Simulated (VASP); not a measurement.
Al:

```
Al
1.0
     0.00000    2.02481    2.02481
     2.02481    0.00000    2.02481
     2.02481    2.02481    0.00000
Al
1
Direct
  0.00000 0.00000 0.00000
```

```yaml
Program: VASP 6.6.1
Task: relaxation of cell and atoms
Functional: PBEsol
Dispersion: D3
Potentials_or_basis: VASP PAW PBE potentials, release 64 (Al)
Cutoff: 600 eV
k_mesh: 11 × 11 × 11
Occupations: fermi-dirac, width 0.05 eV
Spin: no spin polarisation
```

At the start: pressure -3.4 GPa; volume 16.60 Å³/atom.

Task: Where does the relaxation end?

Result: Over 3 steps the energy falls by 7.8 meV/atom and the volume is 15.90 Å³/atom (-4.2 %); space group Fm-3m (No. 225, to 0.05 Å).

Step by step:
```csv
step,energy change (eV),largest force (eV/Å),pressure (GPa),volume (Å³)
1,0.0000,0.0000,-3.43,16.60
2,-0.0075,0.0000,0.78,15.76
3,-0.0078,0.0000,0.01,15.90
```

Final structure:
```
Al
1.0
     0.00000    1.99588    1.99588
     1.99588    0.00000    1.99588
     1.99588    1.99588    0.00000
Al
1
Direct
  0.00000 0.00000 0.00000
```

The cell as given is a measured one (16.60 Å³/atom); PBEsol+D3 puts the equilibrium volume -4.2 % from it, thermal expansion not counted.

Caveat: the PAW data sets were made with another functional, which shifts forces and pressure a little; pairwise dispersion overbinds metals, which lowers pressure and volume.
